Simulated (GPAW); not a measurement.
# CdS (Greenockite) (P6_3mc) in GPAW: a series of runs

Aim: see how the results for CdS (Greenockite) move with the level of theory and the settings. Levels: PBEsol, RPBE, revPBE, BLYP. Tasks: band structure.

Everything below comes from runs of GPAW 26.7.0. Logs are shortened: lines on timing, memory, paths and dates and some standing lists are left out, and cuts for length are marked. The log counts tension as positive stress, the text compression.

**Experimental background.**

From “Isotope dependence of band-gap energy”, 2008, arxiv:0807.2152, for a bulk crystal of CdS: band gap 2.5809 ± 0.0002 eV.

The runs below are set against these values where they give the same quantity.

### 1 Starting point

Symmetry: P6_3mc, No. 186, hexagonal system. Conventional cell: a = 4.150 Å, b = 4.150 Å, c = 6.737 Å, α = 90.00°, β = 90.00°, γ = 120.00°. Around Cd (site symmetry 3m) lie 4 S at 2.53 to 2.54 Å. Around S (site symmetry 3m) lie 4 Cd at 2.53 to 2.54 Å.

### 2 Band structure, PBEsol, spin-orbit coupling, no magnetisation

Input file run.py:

```python
import numpy as np
from ase.dft.bandgap import bandgap
from ase.io import read, write
from ase.units import GPa
from gpaw import GPAW, PW, setup_paths
from gpaw.spinorbit import soc_eigenstates

setup_paths.insert(0, '.')

atoms = read('CdS.xyz')

calc = GPAW(mode=PW(600),
            xc='PBEsol',
            kpts={'size': (5, 5, 3), 'gamma': True},
            occupations={'name': 'fermi-dirac', 'width': 0.05},
            nbands=31,
            convergence={'density': 1e-05, 'energy': 1e-05},
            maxiter=150,
            txt='gpaw.txt')
atoms.calc = calc
energy = atoms.get_potential_energy()
forces = atoms.get_forces()
stress = atoms.get_stress()
calc.write('gs.gpw')
write('result.traj', atoms)
print(f'Energy: {energy:.6f} eV')
print('Forces (eV/A):')
print(forces.round(4))
print('Stress (GPa):', (stress / GPa).round(3))
print('Fermi level:', round(calc.get_fermi_level(), 4), 'eV')
print(f'Gap: {bandgap(calc)[0]:.4f} eV, direct: {bandgap(calc, direct=True)[0]:.4f} eV')

path = atoms.cell.bandpath('GMKGALHA,LM,KH', npoints=60, eps=1e-4)
bs_calc = calc.fixed_density(kpts=path, symmetry='off', nbands=51,
                             convergence={'bands': 'CBM+6.0', 'eigenstates': 1e-6}, txt='bands.txt')
bs = bs_calc.band_structure()
bs.write('bs.json')
print(f'Gap on the path: {bandgap(bs_calc)[0]:.4f} eV')

soc = soc_eigenstates(bs_calc, theta=0, phi=0)
np.savetxt('soc_bands.dat', soc.eigenvalues(), fmt='%.4f')
mesh = soc_eigenstates('gs.gpw', theta=0, phi=0)
np.savetxt('soc_mesh.dat', mesh.eigenvalues(), fmt='%.4f')
print('Fermi level with spin-orbit coupling:', round(mesh.fermi_level, 4), 'eV')
```

Input file CdS.xyz:

```xyz
4
Lattice="4.1500000000 0.0000000000 0.0000000000 -2.0750000000 3.5940054257 0.0000000000 0.0000000000 0.0000000000 6.7370000000" Properties=species:S:1:pos:R:3 pbc="T T T"
Cd     2.0750000002      1.1980018084      3.3685000000
Cd    -0.0000000002      2.3960036173      0.0000000000
S      2.0750000002      1.1980018084      5.8948750000
S     -0.0000000002      2.3960036173      2.5263750000
```

Potentials or basis: PAW data sets generated in the run's folder for this functional, pw.

Run with:

```bash
> gpaw-setup -f PBEsol Cd S
> OMP_NUM_THREADS=1 python run.py
```

gpaw.txt:

```text
__  _  _
 | _ |_)|_||  |
 |__||  | ||/\| - 26.7.0

Input parameters:
  mode=PW(ecut=600.0),
  convergence={'density': 1e-05, 'energy': 1e-05},
  kpts=MonkhorstPack(size=(5, 5, 3), gamma=True),
  maxiter=150,
  nbands=31,
  occupations=Occupations(name='fermi-dirac', width=0.05),
  xc=XC(name='PBEsol')

Diagonalizing LCAO Hamiltonian
Converting LCAO to pw mode

            S

            Cd
        S

        Cd

Atoms  # Å, Bohr magnetons
|   | symbol |         x |        y |        z |    initial magnetic moments |
|---|--------|-----------|----------|----------|-----------------------------|
| 0 |     Cd |  2.075000 | 1.198002 | 3.368500 | ( 0.0000,  0.0000,  0.0000) |
| 1 |     Cd | -0.000000 | 2.396004 | 0.000000 | ( 0.0000,  0.0000,  0.0000) |
| 2 |      S |  2.075000 | 1.198002 | 5.894875 | ( 0.0000,  0.0000,  0.0000) |
| 3 |      S | -0.000000 | 2.396004 | 2.526375 | ( 0.0000,  0.0000,  0.0000) |

Unit cell  # Å
| periodic |         x |        y |        z |  lengths |     angles |
|----------|-----------|----------|----------|----------|------------|
|      yes |  4.150000 | 0.000000 | 0.000000 | 4.150000 |  90.000000 |
|      yes | -2.075000 | 3.594005 | 0.000000 | 4.150000 |  90.000000 |
|      yes |  0.000000 | 0.000000 | 6.737000 | 6.737000 | 120.000000 |

Number of symmetries: 6
Symmetry operations  # r_c * U_cc + t_c -> r_c
|   | kind |            matrix            |
|---|------|------------------------------|
| 0 |  σ   |  1, 1, 0,  0,-1, 0,  0, 0, 1 |
| 1 |  E   |  1, 0, 0,  0, 1, 0,  0, 0, 1 |
| 2 |  C3  |  0, 1, 0, -1,-1, 0,  0, 0, 1 |
| 3 |  σ   |  0,-1, 0, -1, 0, 0,  0, 0, 1 |
| 4 |  σ   | -1, 0, 0,  1, 1, 0,  0, 0, 1 |
| 5 |  C3  | -1,-1, 0,  1, 0, 0,  0, 0, 1 |

BZ-sampling:
  Number of BZ points: 75
  Number of IBZ points: 12

  Monkhorst-Pack size: [5, 5, 3]
  Monkhorst-Pack shift: [0, 0, 0]

K-points  # in reciprocal-cell coordinates
|     |                                coordinates |     weight |
|-----|--------------------------------------------|------------|
|   0 | (  0.00000000,   0.00000000,   0.00000000) | 0.01333333 |
|   1 | (  0.00000000,   0.00000000,   0.33333333) | 0.02666667 |
|   2 | (  0.20000000,   0.00000000,  -0.33333333) | 0.08000000 |
|   3 | (  0.20000000,   0.00000000,   0.00000000) | 0.08000000 |
|   4 | (  0.20000000,   0.00000000,   0.33333333) | 0.08000000 |
|   5 | (  0.40000000,  -0.20000000,   0.00000000) | 0.08000000 |
|   6 | (  0.40000000,  -0.20000000,   0.33333333) | 0.16000000 |
|   7 | (  0.40000000,   0.00000000,  -0.33333333) | 0.08000000 |
|   8 | (  0.40000000,   0.00000000,   0.00000000) | 0.08000000 |
|   9 | (  0.40000000,   0.00000000,   0.33333333) | 0.08000000 |
| ... |                                            |            |
|  11 | (  0.40000000,   0.40000000,   0.33333333) | 0.16000000 |

Plane wave coefficients: 3372
Cutoff: 600.0 eV

Spin-components: 1 (collinear spins)
Bands:           31
Projectors:      22
Spin-degeneracy: 2
Datatype:        complex128

Parallelization:
  kpt:    1
  domain: 1
  band:   1

Density:
  Valence electrons: 36.0
  Components: 1
  Grid points: [24 24 40]
  Charge: 0.0  # |e|

Potential:
  Grid points: [24 24 40]

species:
  Cd:
    name:    Cadmium
    Z:       48.0
    valence: 12
    core:    36
    charge:  0.0  # [|e|]
    compensation charges:
      type: gauss
      rc: 0.38  # [Å]
      lmax: 2
    cutoffs:
      filter: 2.12  # [Å]
      core: 2.62  # [Å]
    projectors
    | kind |    occ | energy [eV] | rcut [Å] |
    |------|--------|-------------|----------|
    |   5s |  2.000 |      -5.696 |    1.191 |
    |   5p |  0.000 |      -1.145 |    1.228 |
    |   4d | 10.000 |     -11.735 |    1.164 |
    |    s |        |      21.516 |    1.191 |
    |    p |        |      26.066 |    1.228 |
    |    d |        |      15.476 |    1.164 |

    Using partial waves for Cd as LCAO basis

  S:
    name:    Sulfur
    Z:       16.0
    valence: 6
    core:    10
    charge:  0.0  # [|e|]
    compensation charges:
      type: gauss
      rc: 0.24  # [Å]
      lmax: 2
    cutoffs:
      filter: 1.77  # [Å]
      core: 1.66  # [Å]
    projectors
    | kind |    occ | energy [eV] | rcut [Å] |
    |------|--------|-------------|----------|
    |   3s |  2.000 |     -17.192 |    0.974 |
    |   3p |  4.000 |      -6.978 |    0.979 |
    |    s |        |      10.020 |    0.974 |
    |    p |        |      20.234 |    0.979 |
    |    d |        |       0.000 |    0.900 |

    Using partial waves for S as LCAO basis

Reference energy: -325885.019359  # eV

eigensolver:
  PPCG
  Converge bands: occupied
  niter=2

density mixing:
  MSR1-Mixer
  Pratt-step length: 0.05
  Maximum mixing coefficient: 0.75
  Old densities: 10
  SVD Regularization: 0.005
  Good broyden scale: 1.0
  Trust region scale: 1.0
  Backstep threshold: 4.0
  History deletion threshold: 6.0
  Fourier metric: weight=20.0, sigma=0.015

occupation numbers:
  Fermi-Dirac:
    width: 0.0500  # eV

poisson solver:
  ecut: 4800.0  # eV

xc functional:
  name: PBEsol with 2 nearest neighbor stencil

convergence criteria:
- Maximum integral of absolute [dens]ity change: 1e-05 electrons / valence electron
- Maximum [total energy] change in last 3 cyles: 1e-05 eV / valence electron
- Maximum integral of absolute [eigenst]ate change: 4e-08 eV^2 / valence electron
maximum number of iterations: 150

SCF iterations
|iter     | |      energy | eigst |  dens |
|---------|-|-------------|-------|-------|
|iter:   1| |  -14.987964 | -0.40 |       |
|iter:   2| |  -14.780860 | -2.11 | -1.14 |
|iter:   3| |  -14.041056 | -1.41 | -1.19 |
|iter:   4| |  -14.031266 | -3.30 | -1.74 |
|iter:   5| |  -14.029216 | -3.67 | -2.19 |
|iter:   6| |  -14.029252 | -5.08 | -2.92 |
|iter:   7| |  -14.029260c| -6.39 | -3.52 |
|iter:   8| |  -14.029259c| -7.30 | -4.42 |
|iter:   9| |  -14.029259c| -7.69c| -4.74 |
|iter:  10| |  -14.029259c| -8.02c| -5.35c|

Converged in 10 steps
Energy contributions relative to reference atoms: (reference = -325885.019359)

Energy contributions:
  Kinetic:          30.811000
  Coulomb:         -28.272052
  Zero:              0.289087
  External:          0.000000
  Xc:              -16.857294
  Entropy:          -0.000002
  Spinorbit:         0.000000
  ----------------------------
  Free energy:     -14.029260
  Extrapolated:    -14.029259

dipole moment: (-0.000010, -0.000016, -19.026427)  # |e|*Ang

Fermi level: 3.904
Eigenvalues  # (at kpt = [0.000, 0.000, 0.000])
| band index |      eig [eV] | occ [0-2] |
|------------|---------------|-----------|
|          0 |        -8.962 |     2.000 |
|        ... |               |           |
|         10 |        -3.755 |     2.000 |
|         11 |        -3.421 |     2.000 |
|         12 |        -1.058 |     2.000 |
|         13 |         2.585 |     2.000 |
|         14 |         2.585 |     2.000 |
|         15 |         3.317 |     2.000 |
|         16 |         3.363 |     2.000 |
|         17 |         3.363 |     2.000 |
|         18 |         4.399 |     0.000 |
|         19 |         6.009 |     0.000 |
|         20 |         9.680 |     0.000 |
|         21 |         9.680 |     0.000 |
|         22 |        10.004 |     0.000 |
|         23 |        10.793 |     0.000 |
|         24 |        10.793 |     0.000 |
|         25 |        10.882 |     0.000 |
|        ... |               |           |
|         30 |        14.775 |     0.000 |

Gap: 1.036 eV
Transition (v -> c):
  (s=0, k=0, n=17, [0.00, 0.00, 0.00]) -> (s=0, k=0, n=18, [0.00, 0.00, 0.00])
No difference between direct/indirect transitions

Forces  # eV/Ang
|        x |        y |        z |
|----------|----------|----------|
|  0.00000 |  0.00000 | -0.06205 |  # Cd   0
| -0.00000 |  0.00000 | -0.06153 |  # Cd   1
|  0.00000 |  0.00000 |  0.06207 |  # S    2
| -0.00000 | -0.00000 |  0.06159 |  # S    3

Stress tensor  # eV/Ang^3
|        x |        y |        z |
|----------|----------|----------|
| 0.008364 | 0.000000 | 0.000000 |
| 0.000000 | 0.008364 | 0.000000 |
| 0.000000 | 0.000000 | 0.005093 |

# Writing to gs.gpw (mode='')
```

Wall time 2.5 min (1 thread of Arm Neoverse V1, shared host); peak memory 0.47 GiB.

What came out:

| Quantity | Value |
| --- | --- |
| Free energy | -14.0293 eV |
| Pressure | -1.2 GPa |
| Largest force | 0.062 eV/Å |
| Band gap on the k mesh | 1.02 eV, direct |
| Band gap along the path | 1.02 eV, direct |

Forces on the atoms (eV/Å):
```
Cd   0.000  0.000 -0.062
Cd   0.000  0.000 -0.062
S    0.000  0.000  0.062
S    0.000  0.000  0.062
```

Stress tensor (GPa, compression positive):
```
-1.34  0.00  0.00
 0.00 -1.34  0.00
 0.00  0.00 -0.82
```

Levels at the corners of the path, in eV from the valence-band top:
| point | band 33 | band 34 | band 35 | band 36 | band 37 | band 38 | band 39 | band 40 |
| --- | --- | --- | --- | --- | --- | --- | --- | --- |
| Γ | -0.02 | -0.02 | 0.00 | 0.00 | 1.02 | 1.02 | 2.63 | 2.63 |
| M | -1.34 | -1.34 | -0.76 | -0.76 | 3.56 | 3.56 | 3.73 | 3.73 |
| K | -1.89 | -1.85 | -1.65 | -1.65 | 4.47 | 4.47 | 4.94 | 4.97 |
| Γ | -0.02 | -0.02 | 0.00 | 0.00 | 1.02 | 1.02 | 2.63 | 2.63 |
| A | -0.40 | -0.40 | -0.40 | -0.40 | 2.69 | 2.69 | 2.69 | 2.69 |
| L | -1.35 | -1.35 | -1.35 | -1.35 | 3.31 | 3.31 | 3.31 | 3.31 |
| H | -1.15 | -1.15 | -1.14 | -1.14 | 4.22 | 4.22 | 4.27 | 4.27 |
| A | -0.40 | -0.40 | -0.40 | -0.40 | 2.69 | 2.69 | 2.69 | 2.69 |
| L | -1.35 | -1.35 | -1.35 | -1.35 | 3.31 | 3.31 | 3.31 | 3.31 |
| M | -1.34 | -1.34 | -0.76 | -0.76 | 3.56 | 3.56 | 3.73 | 3.73 |
| K | -1.89 | -1.85 | -1.65 | -1.65 | 4.47 | 4.47 | 4.94 | 4.97 |
| H | -1.15 | -1.15 | -1.14 | -1.14 | 4.22 | 4.22 | 4.27 | 4.27 |

Caveat: spin-orbit coupling was added after a scalar SCF, so levels and gaps hold it while energy, forces, pressure and moments don't; this program's spin-orbit splittings come out too wide for heavy elements.

(Continued in part 2 of 3.)
